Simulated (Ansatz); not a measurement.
# BaTiO3: Quadrupolar parameters

The cell is a COD entry whose atoms were relaxed with PBE, the cell held.

```
Ba Ti O
1.0
     3.98550    0.00000    0.00000
     0.00000    2.83690    2.84515
     0.00000   -2.83690    2.84515
Ba Ti O
1 1 3
Direct
  0.00000 0.00667 0.00667
  0.50000 0.52039 0.52039
  0.00000 0.49216 0.49216
  0.50000 0.49314 0.98451
  0.50000 0.98451 0.49314
```

Sites (sets of like atoms) are named by element and the number of their first atom in this list.

Method: Kohn–Sham DFT in Ansatz, PBE, plane waves and PAW (field gradients read without the response of the frozen cores, which leaves them typically 4 to 6 % off), scalar-relativistic, 420 eV cutoff, Γ-centred 5×5×5 k-points, Fermi–Dirac smearing 0.02 eV.

Conventions: |V_zz| ≥ |V_yy| ≥ |V_xx|, η = (V_xx − V_yy)/V_zz, C_Q = eQV_zz/h. Directions are in the Cartesian axes of the cell vectors above, for the atom listed; none is given where the gradient is under 0.02 or η is above 0.95.

Q: Give the quadrupolar parameters of the distinct sites.

A: 

```tsv
site	first atom	first shell	V_zz (10²¹ V/m²)	η	direction of V_zz (x, y, z)
Ba	1	12 O at 2.76–2.93 Å	0.51	0.52	1.00 0.00 0.00
Ti	2	6 O at 1.87–2.16 Å	0.87	0.52	0.00 0.00 1.00
O3	3	2 Ti at 2.00 Å, angle 171°; also 4 Ba at 2.76–2.93 Å	2.93	0.01	1.00 0.00 0.00
O4	4	2 Ti at 1.87–2.16 Å, angle 174°; also 4 Ba at 2.79–2.87 Å	2.03	0.01	0.00 -0.68 0.73
```

At O3 and O4 V_zz points along the line of its two bonds (within 3°) in each case.

Without spin–orbit coupling (the program notes it for Ba) the gradients are little affected as a rule: paired runs on crystals with a gap mostly move them by under 2 % at such atoms.

The relaxation (7 steps) took 22 s of wall time (22 s of CPU time) and 0.45 GiB at its peak, on 1 thread of Intel Xeon Platinum 8488C (Sapphire Rapids) (x86_64; 16 cores open to the job, memory cap 3.0 GiB, no GPU), a shared host with a load of 0.2 a core.
